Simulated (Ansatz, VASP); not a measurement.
# V: VASP beside Ansatz

File INCAR:

```
SYSTEM = V
ALGO = Normal ; EDIFF = 1E-6
ENCUT = 520 ; GGA = PE
ISIF = 2 ; ISMEAR = 0
LASPH = .TRUE. ; LCHARG = .FALSE.
LREAL = .FALSE. ; LWAVE = .FALSE.
NBANDS = 20 ; NELM = 100
PREC = Accurate ; SIGMA = 0.15
```

File KPOINTS:

```
k-points
0
G
  21 21 10
  0 0 0
```

The input POSCAR:

```
V
1.0
    2.6042941027      0.0000000000      0.0000000000
   -1.3021470513      2.2553848518      0.0000000000
    0.0000000000      0.0000000000      4.7233360000
V
2
Direct
    0.8593905920      0.4744170385      0.7500000000
    0.3333333333      0.6666666667      0.2500000000
```

Input for Ansatz:

```yaml
crystal:
  lattice:
    - [2.6042941027, 0.0, 0.0]
    - [-1.3021470513, 2.2553848518, 0.0]
    - [0.0, 0.0, 4.723336]
  atoms:
    - { symbol: V, position: [0.859390592, 0.4744170385, 0.75] }
    - { symbol: V, position: [0.3333333333, 0.6666666667, 0.25] }
basis:
  ecutwfc: 420
kpoints:
  mp_grid: { grid: [21, 21, 10] }
hamiltonian:
  xc: pbe
scf:
  occupations: { method: gaussian, width: 0.15 }
output:
  forces: true
  stress: true
  eigenvalues: true
```

Alike in both runs: task single point; functional PBE; k mesh 21 × 21 × 10; occupations gaussian, width 0.15 eV; no spin polarisation.

|  | VASP | Ansatz |
| --- | --- | --- |
| version | VASP 6.6.1 | Ansatz 0.2.0 |
| potentials or method | VASP PAW PBE potentials, release 64 (V_sv) | scalar-relativistic, plane waves, PAW |
| plane-wave cutoff (eV) | 520 | 420 |
| valence electrons in the cell | 26 | 26 |

Ansatz gave:

| Item | Value |
| --- | --- |
| gap on the k mesh at the Fermi level (eV) | none |
| pressure (GPa) | -0.5 |
| largest component of the traceless stress (GPa) | 8.23 |
| rms of the force components (eV/Å) | 0.138 |

Question: Which values does VASP return?

Answer: gap on the k mesh at the Fermi level (eV): none; pressure (GPa): -0.3; largest component of the traceless stress (GPa): 8.21; rms of the force components (eV/Å): 0.138.

Atom by atom the forces differ by 0.000 eV/Å (rms over components). A gap of «none» marks a metal or a gap that the smearing closes. With one functional, cell and mesh, what is left measures potentials, basis and numerics.
